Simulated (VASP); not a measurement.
# CdTe (F-43m) in VASP: notebook, part 2 of 2

VASP 6.6.1.

## Step 3: Band structure, PBE, spin-orbit coupling, no magnetisation

INCAR reads:

```
SYSTEM = CdTe
  ALGO = Fast
  EDIFF = 1E-6
  ENCUT = 520
  GGA = PE
  GGA_COMPAT = .FALSE.
  ISIF = 2
  ISMEAR = 0
  LASPH = .TRUE.
  LCHARG = .FALSE.
  LNONCOLLINEAR = .TRUE.
  LORBIT = 11
  LREAL = .FALSE.
  LSORBIT = .TRUE.
  LWAVE = .FALSE.
  MAGMOM = 0 0 0 0 0 0
  NBANDS = 32
  NELM = 80
  PREC = Accurate
  SIGMA = 0.03
```

KPOINTS reads:

```
k-points
0
G
  6 6 6
  0 0 0
```

POSCAR reads:

```
CdTe                                    
1.0
    0.0000000000      3.3111409341      3.3111409341
    3.3111409341      0.0000000000      3.3111409341
    3.3111409341      3.3111409341      0.0000000000
  Cd              Te            
     1     1
Direct
     0.0000000000000000    0.0000000000000000    0.0000000000000000
     0.2500000000000000    0.2500000000000000    0.2500000000000000
```

KPOINTS_OPT is that of step 2.

Potentials or basis: VASP PAW PBE potentials, release 64 (Cd, Te).

On the command line:

```sh
cat potpaw_PBE.64/Cd/POTCAR potpaw_PBE.64/Te/POTCAR > POTCAR
mpirun -np 1 vasp_ncl > vasp.out
```

OUTCAR:

```text
SYSTEM = CdTe
   EDIFF = 1E-6
   ENCUT = 520
   GGA = PE
   ISIF = 2
   ISMEAR = 0
   LASPH = .TRUE.
   LNONCOLLINEAR = .TRUE.
   LORBIT = 11
   LREAL = .FALSE.
   LSORBIT = .TRUE.
   NELM = 80
   PREC = Accurate

 ion  position               nearest neighbor table
   1  0.000  0.000  0.000-   2 2.87   2 2.87   2 2.87   2 2.87
   2  0.250  0.250  0.250-   1 2.87   1 2.87   1 2.87   1 2.87

  LATTYP: Found a face centered cubic cell.
 ALAT       =     6.6222818682

  Lattice vectors:

 A1 = (   0.0000000000,   3.3111409341,   3.3111409341)
 A2 = (   3.3111409341,   0.0000000000,   3.3111409341)
 A3 = (   3.3111409341,   3.3111409341,   0.0000000000)

Analysis of symmetry for initial positions (statically):
=====================================================================
 Subroutine PRICEL returns:
 Original cell was already a primitive cell.

 Routine SETGRP: Setting up the symmetry group for a
 face centered cubic supercell.

 Subroutine GETGRP returns: Found 24 space group operations
 (whereof 24 operations were pure point group operations)
 out of a pool of 48 trial point group operations.

[... 960 lines left out ...]
     0.0000000     0.0000000     0.0000000     0.0000000     0.0000000     0.0000000     0.0000000
     0.0000000     0.0000000     0.0000000     0.0000000     0.0000000     0.0000000     0.0000000
     0.0000000     0.0000000     0.0000000     0.0000000     0.0000000     0.0000000     0.0000000
     0.0000000     0.0000000     0.0000000     0.0000000     0.0000000     0.0000000     0.0000000
     0.0000000     0.0000000     0.0000000     0.0000000     0.0000000     0.0000000     0.0000000

 Ion:    2  E_soc:     -0.1981426
 l=   1
     0.0000000    -0.0329594    -0.0329594
    -0.0329594     0.0000000    -0.0329594
    -0.0329594    -0.0329594     0.0000000
 l=   2
     0.0000000    -0.0000274     0.0000000    -0.0000274    -0.0000369
    -0.0000274     0.0000000    -0.0000277    -0.0000274    -0.0000092
     0.0000000    -0.0000277     0.0000000    -0.0000277     0.0000000
    -0.0000274    -0.0000274    -0.0000277     0.0000000    -0.0000092
    -0.0000369    -0.0000092     0.0000000    -0.0000092     0.0000000
 l=   3
     0.0000000     0.0000000     0.0000000     0.0000000     0.0000000     0.0000000     0.0000000
     0.0000000     0.0000000     0.0000000     0.0000000     0.0000000     0.0000000     0.0000000
     0.0000000     0.0000000     0.0000000     0.0000000     0.0000000     0.0000000     0.0000000
     0.0000000     0.0000000     0.0000000     0.0000000     0.0000000     0.0000000     0.0000000
     0.0000000     0.0000000     0.0000000     0.0000000     0.0000000     0.0000000     0.0000000
     0.0000000     0.0000000     0.0000000     0.0000000     0.0000000     0.0000000     0.0000000
     0.0000000     0.0000000     0.0000000     0.0000000     0.0000000     0.0000000     0.0000000

 total charge

# of ion       s       p       d       tot
------------------------------------------
    1        0.462   0.283   9.533  10.278
    2        1.353   2.032   0.018   3.403
--------------------------------------------------
tot          1.815   2.315   9.550  13.681

 magnetization (x)

# of ion       s       p       d       tot
------------------------------------------
    1       -0.000   0.000   0.000  -0.000
    2        0.000  -0.000   0.000  -0.000
--------------------------------------------------
tot         -0.000   0.000   0.000  -0.000

 magnetization (y)

# of ion       s       p       d       tot
------------------------------------------
    1        0.000   0.000   0.000   0.000
    2       -0.000   0.000   0.000  -0.000
--------------------------------------------------
tot         -0.000   0.000   0.000  -0.000

 magnetization (z)

# of ion       s       p       d       tot
------------------------------------------
    1       -0.000   0.000  -0.000  -0.000
    2        0.000  -0.000  -0.000  -0.000
--------------------------------------------------
tot         -0.000   0.000  -0.000  -0.000
```

OSZICAR:

```text
N       E                     dE             d eps       ncg     rms          rms(c)
DAV:   1     0.110339199639E+03    0.11034E+03   -0.78902E+03  1408   0.969E+02
DAV:   2     0.517485915186E-01   -0.11029E+03   -0.10555E+03  1600   0.247E+02
DAV:   3    -0.510924181326E+01   -0.51610E+01   -0.51348E+01  1736   0.538E+01
DAV:   4    -0.517316161609E+01   -0.63920E-01   -0.63909E-01  1688   0.532E+00
DAV:   5    -0.517397529833E+01   -0.81368E-03   -0.81368E-03  1712   0.589E-01    0.556E+00
RMM:   6    -0.495023852888E+01    0.22374E+00   -0.34602E-01  1408   0.395E+00    0.421E+00
RMM:   7    -0.493328787621E+01    0.16951E-01   -0.62831E-02  1433   0.132E+00    0.218E+00
RMM:   8    -0.493414800537E+01   -0.86013E-03   -0.49602E-03  1559   0.619E-01    0.913E-01
RMM:   9    -0.493417454365E+01   -0.26538E-04   -0.10669E-03  1529   0.285E-01    0.190E-01
RMM:  10    -0.493434059521E+01   -0.16605E-03   -0.41594E-04  1552   0.149E-01    0.407E-02
[... 57 further cycles ...]
DAV:   7    -0.178751307892E+04   -0.72207E-05     1592
DAV:   8    -0.178751307914E+04   -0.21821E-06     1216
       N       E                     dE             ncg
DAV:   1     0.880072086214E+04   -0.25671E+04      328
DAV:   2     0.826852281065E+04   -0.53220E+03      344
DAV:   3     0.824483937997E+04   -0.23683E+02      392
DAV:   4     0.824454549616E+04   -0.29388E+00      424
DAV:   5     0.824454240123E+04   -0.30949E-02      416
DAV:   6     0.824454232580E+04   -0.75430E-04      424
DAV:   7     0.824454232375E+04   -0.20510E-05      392
DAV:   8     0.824454232368E+04   -0.64356E-07      280
```

Wall time 12 min (1 thread of Intel Xeon Platinum 8375C at 2.90GHz (Ice Lake), shared host); peak memory 0.41 GiB.

Results:

```yaml
Free_energy: -4.9344 eV
Pressure: 0.1 GPa
Valence_electrons_inside_the_program's_atomic_spheres: Cd 10.28; Te 3.40
```

## Step 4: Comparison with measurements

Step 2. Measured gap of CdTe: 1.607 eV (0 K; a printed reference work, data compilation). This calculation gives 0.58 eV (-1.03 eV). So large a miss can be the level of theory's own, or it may mean another phase, state or a wrong row. Spin-orbit coupling on Cd, Te is left out. The value is that of PBE, without temperature or zero-point motion. Semilocal functionals fall short of measured gaps as a rule.
